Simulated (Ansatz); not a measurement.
**Li: a listed cell, distorted in several ways**

How do energy, forces, pressure and gap of Li change under moves of single atoms, random distortions, further strains and shifts, swapped elements, distortions that keep the symmetry? Each case is one self-consistent run.

Computed with Ansatz 0.2.0 (DFT PBE, scalar-relativistic, plane waves, PAW, unless a step's input says otherwise).

## (1) The system as given

It takes space group P6_3/mmc (No. 194, hexagonal). The conventional cell has a = 3.034 Å, b = 3.034 Å, c = 10.216 Å, α = 90.00°, β = 90.00°, γ = 120.00°. Li (site symmetry -3m) is surrounded by 12 Li at 3.03 to 3.10 Å. Li (site symmetry -6m2) has 12 Li at 3.03 to 3.10 Å as nearest neighbours.

Structure file:

```cif
data_structure
_symmetry_space_group_name_H-M 'P6_3/mmc'
_symmetry_Int_Tables_number 194
_cell_length_a 3.0344
_cell_length_b 3.0344
_cell_length_c 10.2162
_cell_angle_alpha 90.000
_cell_angle_beta 90.000
_cell_angle_gamma 120.000
_cell_volume 81.46
loop_
_atom_site_label
_atom_site_type_symbol
_atom_site_symmetry_multiplicity
_atom_site_Wyckoff_symbol
_atom_site_fract_x
_atom_site_fract_y
_atom_site_fract_z
_atom_site_occupancy
Li1 Li 2 a 0.00000 0.00000 0.00000 1
Li2 Li 2 c 0.33333 0.66667 0.25000 1
```

The structure comes from the Materials Project (structure only).

## (2) A distortion that keeps the symmetry

The change: strain xx, yy, zz, yz, xz, xy = -5.7, -5.7, +0.3, +0.0, +0.0, +0.0 %.

File input.yaml:

```yaml
crystal:
  lattice:
    - [2.8606974401, 0.0, 0.0]
    - [-1.43034872, 2.4774366557, 0.0]
    - [0.0, 0.0, 10.2444044032]
  atoms:
    - { symbol: Li, position: [0.0, 0.0, 0.0] }
    - { symbol: Li, position: [0.33333333, 0.66666667, 0.25] }
    - { symbol: Li, position: [0.0, 0.0, 0.5] }
    - { symbol: Li, position: [0.66666667, 0.33333333, 0.75] }
basis:
  ecutwfc: 420
kpoints:
  mp_grid: { grid: [15, 15, 4] }
hamiltonian:
  xc: pbe
scf:
  occupations: { method: gaussian, width: 0.1 }
output:
  forces: true
  stress: true
  eigenvalues: true
  populations: true
```

## (3) One element swapped, cell strained: Li → Rb, first probe

File input.yaml:

```yaml
crystal:
  lattice:
    - [4.2054228134, 0.0, 0.0]
    - [-2.1027114067, 3.6420029901, 0.0]
    - [0.0, 0.0, 15.4748454095]
  atoms:
    - { symbol: Rb, position: [0.0, 0.0, 0.0] }
    - { symbol: Rb, position: [0.33333333, 0.66666667, 0.25] }
    - { symbol: Rb, position: [0.0, 0.0, 0.5] }
    - { symbol: Rb, position: [0.66666667, 0.33333333, 0.75] }
basis:
  ecutwfc: 420
kpoints:
  mp_grid: { grid: [6, 6, 2] }
hamiltonian:
  xc: pbe
scf:
  occupations: { method: gaussian, width: 0.1 }
output:
  forces: true
  stress: true
  eigenvalues: true
```

## (4) Substitution of an element, cell strained: Li → Rb

input.yaml: that of step 3 with these lines changed.

```diff
@@ -13,3 +13,3 @@
 kpoints:
-  mp_grid: { grid: [6, 6, 2] }
+  mp_grid: { grid: [12, 12, 4] }
 hamiltonian:
```

## (5) A change within a subgroup

File input.yaml:

```yaml
crystal:
  lattice:
    - [3.0763208862, 0.0, 0.0]
    - [-1.5381604431, 2.6641720377, 0.0]
    - [0.0, 0.0, 10.510638775]
  atoms:
    - { symbol: Li, position: [0.0, 0.0, 0.009788368] }
    - { symbol: Li, position: [0.33333333, 0.66666667, 0.240211632] }
    - { symbol: Li, position: [0.0, 0.0, 0.509788368] }
    - { symbol: Li, position: [0.66666667, 0.33333333, 0.740211632] }
basis:
  ecutwfc: 420
kpoints:
  mp_grid: { grid: [15, 15, 4] }
hamiltonian:
  xc: pbe
scf:
  occupations: { method: gaussian, width: 0.1 }
output:
  forces: true
  stress: true
  eigenvalues: true
  populations: true
```

## (6) A change within a subgroup

File input.yaml:

```yaml
crystal:
  lattice:
    - [3.061543428, 0.0, 0.0]
    - [-1.530771714, 2.4120293427, 0.0946290614]
    - [0.0, 0.3678856382, 10.2856778822]
  atoms:
    - { symbol: Li, position: [-0.0763733153, 0.0, 0.0] }
    - { symbol: Li, position: [0.4387912004, 0.7421686265, 0.2522410903] }
    - { symbol: Li, position: [-0.0590404691, 0.0, 0.5] }
    - { symbol: Li, position: [0.696622584, 0.2578313735, 0.7477589097] }
basis:
  ecutwfc: 420
kpoints:
  mp_grid: { grid: [16, 16, 4] }
hamiltonian:
  xc: pbe
scf:
  occupations: { method: gaussian, width: 0.1 }
output:
  forces: true
  stress: true
  eigenvalues: true
  populations: true
```

## (7) Random moves and strain, cell strained

File input.yaml:

```yaml
crystal:
  lattice:
    - [2.909854488, -0.0005461894, 0.0012440981]
    - [-1.4554002579, 2.5192035821, 0.0054220176]
    - [0.0041886451, 0.0234972776, 9.8715128232]
  atoms:
    - { symbol: Li, position: [0.0222254735, -0.0007839093, 0.0012626995] }
    - { symbol: Li, position: [0.3302404831, 0.6904046609, 0.2550282846] }
    - { symbol: Li, position: [-0.0057592339, -0.0366306349, 0.4904015264] }
    - { symbol: Li, position: [0.6532899817, 0.3470098833, 0.7533074895] }
basis:
  ecutwfc: 420
kpoints:
  mp_grid: { grid: [14, 14, 4] }
hamiltonian:
  xc: pbe
scf:
  occupations: { method: gaussian, width: 0.1 }
output:
  forces: true
  stress: true
  eigenvalues: true
  populations: true
```

## (8) A random distortion, cell strained

File input.yaml:

```yaml
crystal:
  lattice:
    - [3.2002451973, 0.0463350693, -0.0172656545]
    - [-1.5599952516, 2.6745096554, 0.0874684797]
    - [-0.0581302216, 0.3064862301, 10.2516579106]
  atoms:
    - { symbol: Li, position: [0.0157597952, -0.0146050672, 0.000462011] }
    - { symbol: Li, position: [0.3193675619, 0.6692124725, 0.2534719341] }
    - { symbol: Li, position: [0.0099490008, 0.0029720056, 0.4983878558] }
    - { symbol: Li, position: [0.6549217394, 0.3424167837, 0.7476781991] }
basis:
  ecutwfc: 420
kpoints:
  mp_grid: { grid: [14, 14, 4] }
hamiltonian:
  xc: pbe
scf:
  occupations: { method: gaussian, width: 0.1 }
output:
  forces: true
  stress: true
  eigenvalues: true
```

## (9) One atom moved

File input.yaml:

```yaml
crystal:
  lattice:
    - [3.0343856762, 0.0, 0.0]
    - [-1.5171928381, 2.6278550805, 0.0]
    - [0.0, 0.0, 10.21620767]
  atoms:
    - { symbol: Li, position: [0.0, 0.0, 0.0] }
    - { symbol: Li, position: [0.33333333, 0.66666667, 0.25] }
    - { symbol: Li, position: [0.0, 0.0, 0.5] }
    - { symbol: Li, position: [0.66666667, 0.33333333, 0.7544047656] }
basis:
  ecutwfc: 420
kpoints:
  mp_grid: { grid: [15, 15, 4] }
hamiltonian:
  xc: pbe
scf:
  occupations: { method: gaussian, width: 0.1 }
output:
  forces: true
  stress: true
  eigenvalues: true
```

## (10) A single atom displaced

input.yaml: that of step 9 with these lines changed.

```diff
@@ -6,6 +6,6 @@
   atoms:
-    - { symbol: Li, position: [0.0, 0.0, 0.0] }
+    - { symbol: Li, position: [0.0158806444, 0.1030574334, -0.0230760775] }
     - { symbol: Li, position: [0.33333333, 0.66666667, 0.25] }
     - { symbol: Li, position: [0.0, 0.0, 0.5] }
-    - { symbol: Li, position: [0.66666667, 0.33333333, 0.7544047656] }
+    - { symbol: Li, position: [0.66666667, 0.33333333, 0.75] }
 basis:
@@ -22 +22,2 @@
   eigenvalues: true
+  populations: true
```

Q: Predict the outcome of this session. Wanted: for each run, case; energy; pressure; largest force.

**Answer**, as computed:

| step | case | energy (meV/atom) | pressure (GPa) | largest force (eV/Å) | gap on the mesh (eV) |
| --- | --- | --- | --- | --- | --- |
| 2 | a distortion that keeps the symmetry | +0.0 | 1.8 | 0.00 | 0.00 |
| 4 | substitution of an element, cell strained: Li → Rb | n/a | 2.7 | 0.00 | 0.00 |
| 5 | a change within a subgroup | -2.6 | -0.6 | 0.20 | 0.00 |
| 6 | a change within a subgroup | +0.5* | 1.0 | 0.09 | 0.00 |
| 7 | random moves and strain, cell strained | -1.6* | 1.9 | 0.22 | 0.00 |
| 8 | a random distortion, cell strained | -10.2* | -1.1 | 0.06 | 0.00 |
| 9 | one atom moved | -16.9 | -0.1 | 0.06 | 0.00 |
| 10 | a single atom displaced | -6.7 | 0.0 | 0.31 | 0.00 |

Energies are counted from step 2, with the smearing taken to zero; a star marks another k mesh, which can shift energies by itself, so starred rows don't rank against the others. Other atoms or functionals have another zero of energy (n/a). A gap of 0.00 means none on the mesh at this level.

Among the distorted cells of the listed formula and level the largest force, 0.31 eV/Å, acts on Li1 in step 10. The pressure is 1.9 GPa in the smallest cell and -1.1 GPa in the largest; between them shape and moved atoms count too. The distorted cells of the listed formula and level show no gap on the mesh.
